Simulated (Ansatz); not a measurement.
The system is AgBr.

```
CELL_PARAMETERS angstrom
0.00000 2.87015 2.87015
2.87015 0.00000 2.87015
2.87015 2.87015 0.00000
ATOMIC_POSITIONS crystal
Ag 0.00000 0.00000 0.00000
Br 0.50000 0.50000 0.50000
```

Base run:

| Property | Result |
| --- | --- |
| Program | Ansatz 0.2.0 |
| Functional | PBEsol |
| Potentials or basis | all-electron LAPW, relativistic spinors |
| Cutoff | 214 eV (chosen from the basis error) |
| Basis error allowed | 0.001 eV/atom |
| k mesh | 6 × 6 × 6 |
| Occupations | fermi-dirac, width 0.05 eV |
| Spin | spin-orbit coupling, no magnetisation |

Its results: band gap on the k mesh 0.42 eV, indirect (least direct gap 2.27 eV); pressure -1.6 GPa.

Question: The run is repeated on the same cell with these changes: functional from PBEsol to PBE. What comes out?

Answer: Band gap on the k mesh 0.59 eV, indirect (least direct gap 2.43 eV); pressure 2.3 GPa.

PBE binds less tightly than PBEsol, so the same cell stands under more pressure.
